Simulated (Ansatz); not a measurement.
**KBr: from a first guess to the relaxed rocksalt type**

First guess:

```
CELL_PARAMETERS angstrom
0.00000 2.96434 2.96434
2.96434 0.00000 2.96434
2.96434 2.96434 0.00000
ATOMIC_POSITIONS crystal
K 0.00000 0.00000 0.00000
Br 0.50000 0.50000 0.50000
```

Theory: DFT, PBE, PAW with Ansatz's default frozen-core files, scalar-relativistic (Ansatz 0.2.0).

Cell and atoms relax within the symmetry of the start on a 12×12×12 k mesh with 0.05 eV Fermi–Dirac smearing.

The start is built from a prototype, known or not as a phase of this compound; the cutoff is 420 eV.

Question: What is the pressure of the first guess?

Answer: 12.13 GPa.

Question: What does it relax to?

Answer: a = 6.701 Å, b = 6.701 Å, c = 6.701 Å, α = 90.00°, β = 90.00°, γ = 90.00° (conventional cell), 37.62 Å³ per atom:
```xyz
2
Lattice="0.0000 3.3506 3.3506 3.3506 0.0000 3.3506 3.3506 3.3506 0.0000" Properties=species:S:1:pos:R:3 pbc="T T T"
K     0.0000    0.0000    0.0000
Br    3.3506    3.3506    3.3506
```

Question: How much energy does the relaxation release?

Answer: 308 meV/atom.
